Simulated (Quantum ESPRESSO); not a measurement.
Au, a slab with vacuum:

```xyz
5
Lattice="2.9000 0.0000 0.0000 -1.4500 2.5115 0.0000 0.0000 0.0000 24.7600" Properties=species:S:1:pos:R:3 pbc="T T T"
Au    1.4500    0.8372    7.5000
Au    0.0000    1.6743    9.9400
Au    1.4500    0.8372   12.3800
Au    0.0000    1.6743   14.8200
Au    1.4500    0.8372   17.2600
```

The slab is cut from a database's or a generator's crystal, which needn't be the stable form of the element.

A sound run:

- Program: Quantum ESPRESSO 7.5
- Task: work function
- Functional: PBE
- Potentials or basis: PseudoDojo 0.4.1 SR PBE standard
- Cutoff: 1034 eV
- Density cutoff: 4136 eV
- k mesh: 11 × 11 × 1
- Occupations: fermi-dirac, width 0.05 eV
- Spin: no spin polarisation

It gives largest force 0.127 eV/Å; band gap on the k mesh none (metal or under the smearing width).

**Question.** What do these careless settings give instead: cutoff 517 eV in place of 1034 eV; density cutoff 2068 eV in place of 4136 eV?

**Answer.** Largest force 0.107 eV/Å; band gap on the k mesh none (metal or under the smearing width). The run converged, but these numbers show the error of the settings and aren't properties of the slab.
